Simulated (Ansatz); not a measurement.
# Ta2H: the cost of one run

Computed with Ansatz 0.2.0 (DFT PBEsol, scalar-relativistic, plane waves, PAW, unless a step's input says otherwise).

1 further run of the same task is left out (set aside as unsound or not needed).

### Step 1. The system as given

The structure is orthorhombic, space group C222 (No. 21). Conventional cell: a = 3.375 Å, b = 4.731 Å, c = 4.758 Å, α = 90.00°, β = 90.00°, γ = 90.00°. Ta (site symmetry 2) has 2 H at 1.92 Å as nearest neighbours. H (site symmetry 222) is surrounded by 4 Ta at 1.92 Å.

Structure file:

```cif
data_structure
_symmetry_space_group_name_H-M 'C222'
_symmetry_Int_Tables_number 21
_cell_length_a 3.3752
_cell_length_b 4.7313
_cell_length_c 4.7580
_cell_angle_alpha 90.000
_cell_angle_beta 90.000
_cell_angle_gamma 90.000
_cell_volume 75.98
loop_
_atom_site_label
_atom_site_type_symbol
_atom_site_symmetry_multiplicity
_atom_site_Wyckoff_symbol
_atom_site_fract_x
_atom_site_fract_y
_atom_site_fract_z
_atom_site_occupancy
Ta1 Ta 4 k 0.25000 0.25000 0.26427 1
H1 H 2 a 0.00000 0.00000 0.00000 1
```

It goes back to an entry of the Materials Project, which need not be the stable form.

It is the result of an earlier relaxation at this level (volume 12.66 Å³/atom; gap on the mesh: none (metal)).

### Step 2. Target pressure -2 GPa

File input.yaml:

```yaml
crystal:
  lattice:
    - [1.698386428, -2.3807551766, 0.0]
    - [1.698386428, 2.3807551766, 0.0]
    - [0.0, 0.0, 4.7883963644]
  atoms:
    - { symbol: Ta, position: [0.0, 0.5, 0.2642713377] }
    - { symbol: Ta, position: [0.5, 0.0, 0.7357286623] }
    - { symbol: H, position: [0.0, 0.0, 0.0] }
basis:
  ecutwfc: 420
kpoints:
  mp_grid: { grid: [16, 16, 10] }
hamiltonian:
  xc: pbesol
scf:
  occupations: { method: gaussian, width: 0.1 }
output:
  forces: true
  stress: true
  eigenvalues: true
relax:
  adjacent_minimum: "off"
  f_tol: 0.008
  max_steps: 50
  cell: { stress_tol: 0.08, p_target: -2.0 }
```

Launch:

```console
$ ansatz run input.yaml --threads 1 --pin off --max-ram 1331MiB --backend cpu --events-out ev --progress --plain --runs-dir out
```

What time and memory should one allow on 1 thread of an x86-64 CPU, shared host?

About 82 s, with a peak of 0.73 GiB.
